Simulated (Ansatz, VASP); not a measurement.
## Two plane-wave programs on B

Contents of INCAR:

```
SYSTEM = B
ALGO = Normal
EDIFF = 1E-6
ENCUT = 520
GGA = RP
GGA_COMPAT = .FALSE.
ISIF = 2
ISMEAR = -1
LASPH = .TRUE.
LCHARG = .FALSE.
LORBIT = 11
LORBMOM = .TRUE.
LREAL = .FALSE.
LSORBIT = .TRUE.
LWAVE = .FALSE.
MAGMOM = 0 0 0 0 0 0 0 0 0 0 0 0 0 0 0 0 0 0 0 0 0 0 0 0 0 0 0 0 0 0 0 0 0 0 0 0
NBANDS = 58
NELM = 150
PREC = Accurate
SIGMA = 0.05
```

File KPOINTS:

```
k-points
0
G
  6 6 6
  0 0 0
```

POSCAR

```
B
1.0
    2.4637105808      1.4224239670      4.2073601996
   -2.4637105808      1.4224239670      4.2073601996
    0.0000000000     -2.8448479340      4.2073601996
B
12
Direct
    0.0101827327      0.6539939251      0.0101827327
    0.0101827327      0.0101827327      0.6539939251
    0.6539939251      0.0101827327      0.0101827327
    0.9898172673      0.3460060749      0.9898172673
    0.3460060749      0.9898172673      0.9898172673
    0.9898172673      0.9898172673      0.3460060749
    0.2208552407      0.6308556734      0.2208552407
    0.2208552407      0.2208552407      0.6308556734
    0.6308556734      0.2208552407      0.2208552407
    0.7791447593      0.3691443266      0.7791447593
    0.3691443266      0.7791447593      0.7791447593
    0.7791447593      0.7791447593      0.3691443266
```

Input for Ansatz:

```yaml
crystal:
  lattice:
    - [2.4637105808, 1.422423967, 4.2073601996]
    - [-2.4637105808, 1.422423967, 4.2073601996]
    - [0.0, -2.844847934, 4.2073601996]
  atoms:
    - { symbol: B, position: [0.0101827327, 0.6539939251, 0.0101827327] }
    - { symbol: B, position: [0.0101827327, 0.0101827327, 0.6539939251] }
    - { symbol: B, position: [0.6539939251, 0.0101827327, 0.0101827327] }
    - { symbol: B, position: [0.9898172673, 0.3460060749, 0.9898172673] }
    - { symbol: B, position: [0.3460060749, 0.9898172673, 0.9898172673] }
    - { symbol: B, position: [0.9898172673, 0.9898172673, 0.3460060749] }
    - { symbol: B, position: [0.2208552407, 0.6308556734, 0.2208552407] }
    - { symbol: B, position: [0.2208552407, 0.2208552407, 0.6308556734] }
    - { symbol: B, position: [0.6308556734, 0.2208552407, 0.2208552407] }
    - { symbol: B, position: [0.7791447593, 0.3691443266, 0.7791447593] }
    - { symbol: B, position: [0.3691443266, 0.7791447593, 0.7791447593] }
    - { symbol: B, position: [0.7791447593, 0.7791447593, 0.3691443266] }
hamiltonian:
  xc: rpbe
  pseudopotentials:
    kind: paw_fr
    azcp:
      B: "pseudopotentials/B.paw.azcp"
basis:
  ecutwfc: 420
  fft_grid_basis: typed
kpoints:
  mp_grid: { grid: [6, 6, 6], shift: [0, 0, 0] }
magnetization:
  noncollinear: true
  spin_orbit: true
scf:
  occupations: { method: fermi_dirac, width: 0.05 }
```

Alike in both runs: task single point; functional RPBE; k mesh 6 × 6 × 6; occupations fermi-dirac, width 0.05 eV; non-collinear spin, spin-orbit coupling.

```csv
,VASP,Ansatz
version,VASP 6.6.1,Ansatz 0.2.0
potentials or method,"VASP PAW PBE potentials, release 64 (B)","plane waves (420 eV) with PAW, fully relativistic with spin-orbit coupling"
plane-wave cutoff (eV),520,420
valence electrons in the cell,36,36
```

|  | VASP | Ansatz | Ansatz less VASP |
| --- | --- | --- | --- |
| net moment per atom (μB) | 0.00 | 0.00 | 0.000 |
